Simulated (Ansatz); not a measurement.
Runs of Ansatz 0.2.0 on HfO2. It takes space group P2_1/c (No. 14, monoclinic). Conventional cell: a = 5.118 Å, b = 5.186 Å, c = 5.284 Å, α = 90.00°, β = 99.35°, γ = 90.00°. Hf (site symmetry 1) has 7 O at 2.03 to 2.25 Å as nearest neighbours. O (site symmetry 1) has 3 Hf at 2.03 to 2.12 Å as nearest neighbours. O (site symmetry 1) has 4 Hf at 2.14 to 2.25 Å as nearest neighbours. 

| task | level | potentials or basis | U | cutoff (eV) | points for each segment of the path | hubbard projectors | double counting | gap on the mesh (eV) | pressure (GPa) | V0 of scaled cells (Å³/atom) | B0 (GPa) | largest force (eV/Å) |
| --- | --- | --- | --- | --- | --- | --- | --- | --- | --- | --- | --- | --- |
| band structure | r2SCAN+U | Ansatz PAW | Hf d U = 3.5 eV | 500 | 10 | ortho-atomic (the default) | fll (the default) | 5.38 | 5.2 | - | - | 0.43 |
| equation of state | PBE | Ansatz PAW large core | - | 420 | - | - | - | - | - | 11.81 | 233 | - |
| single point | PBE | Ansatz PAW | - | 500 | - | - | - | 4.21 | 5.9 | - | - | (b) |
| equation of state | PBE+D4 | Ansatz PAW | - | 420 | - | - | - | - | - | 11.67 | (c) | - |
| equation of state | RPBE+D4 | Ansatz PAW | - | 420 | - | - | - | - | - | (a) | 229 | - |

Alike in all rows: no spin polarisation; cell as given; k mesh 5 × 5 × 5; smearing fermi-dirac 0.05 eV.

Task: Estimate the missing entries.

Result: (a) 11.71; (b) 0.48; (c) 238.

Caveats: the cell was scaled at fixed shape and fractional positions, which overstates the stiffness of a crystal with free parameters, most of all of layers and chains (some runs); spin-orbit coupling is left out, which moves the levels of the heavy elements (some runs); the PAW data sets come from PBE, with cores solved anew for the run's functional, which leaves a small shift of forces and pressure (some runs); this set keeps more shells in the core, which shifts pressures and gaps (some runs); odd divisions of the mesh miss points on the zone boundary, where band edges often lie, so the gap on the mesh can be too wide (some runs); the potentials were made for another functional, which shifts forces and pressure (some runs).

A k mesh can miss the band edges, and the runs leave out spin-orbit coupling on Hf.
